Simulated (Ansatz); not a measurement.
Level of theory: DFT PBEsol, scalar-relativistic, plane waves, PAW in Ansatz.

Cutoff 420 eV; k points 8×8×4 on the computed 4-atom cell (Γ-centred); Gaussian smearing, width 0.02 eV; no spin polarisation.

Structure with the computed forces (eV/Å) in the last three columns:

```xyz
4
Lattice="3.0551 -2.4281 0.0000 2.7863 2.0537 0.0000 0.0000 0.0000 8.3438" Properties=species:S:1:pos:R:3:forces:R:3 pbc="T T T" pressure_GPa=7.23
Cl    2.8175    1.4889    0.7327    0.1010   -2.2120    3.0640
Cl    2.9519   -0.7520    3.4392    0.1010   -2.2120   -3.0640
Cl    3.0239   -1.8633    7.6064   -0.1010    2.2120   -3.0640
Cl    2.8895    0.3776    4.9092   -0.1010    2.2120    3.0640
```

Stress tensor (GPa, compression positive):

```
 1.27  0.45  0.00
 0.45  7.91  0.00
 0.00  0.00 12.51
```

The cell holds molecules, and where no dispersion correction was added their binding is poorly described.